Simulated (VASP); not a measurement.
BaTiO3:

```
Ba Ti O
1.0
     2.80985    1.62227    2.30521
    -2.80985    1.62227    2.30521
     0.00000   -3.24453    2.30521
Ba Ti O
1 1 3
Direct
  0.99753 0.99753 0.99753
  0.48425 0.48425 0.48425
  0.50932 0.50932 0.01879
  0.01879 0.50932 0.50932
  0.50932 0.01879 0.50932
```

The cell isn't the ideal one: a relaxed cell with its volume scaled by 0.96.

| Quantity | Value |
| --- | --- |
| Program | VASP 6.6.1 |
| Task | relaxation of shape and atoms at fixed volume |
| Functional | r2SCAN |
| Potentials or basis | VASP PAW PBE potentials, release 64 (Ba_sv, Ti_sv, O) |
| Cutoff | 600 eV |
| k mesh | 7 × 7 × 7 |
| Occupations | gaussian, width 0.03 eV |
| Spin | no spin polarisation |

At the start: pressure 7.7 GPa; volume 12.61 Å³/atom.

Problem. Where does the relaxation end?

Solution. Over 8 steps the energy falls by 3.9 meV/atom; space group R3m (No. 160, to 0.05 Å).

The path:
```csv
step,energy change (eV),largest force (eV/Å),pressure (GPa)
1,0.0000,0.4685,7.74
2,-0.0157,0.1519,6.20
3,-0.0166,0.1028,5.77
4,-0.0185,0.0675,5.65
5,-0.0191,0.0305,5.54
6,-0.0194,0.0119,5.43
7,-0.0194,0.0122,5.43
8,-0.0194,0.0024,5.40
```

Final structure:
```
CELL_PARAMETERS angstrom
2.81269 1.62391 2.30054
-2.81269 1.62391 2.30054
0.00000 -3.24782 2.30054
ATOMIC_POSITIONS crystal
Ba 0.00009 0.00009 0.00009
Ti 0.49083 0.49083 0.49083
O 0.50772 0.50772 0.01283
O 0.01283 0.50772 0.50772
O 0.50772 0.01283 0.50772
```

Caveat: the PAW data sets were made with another functional, which shifts forces and pressure a little.
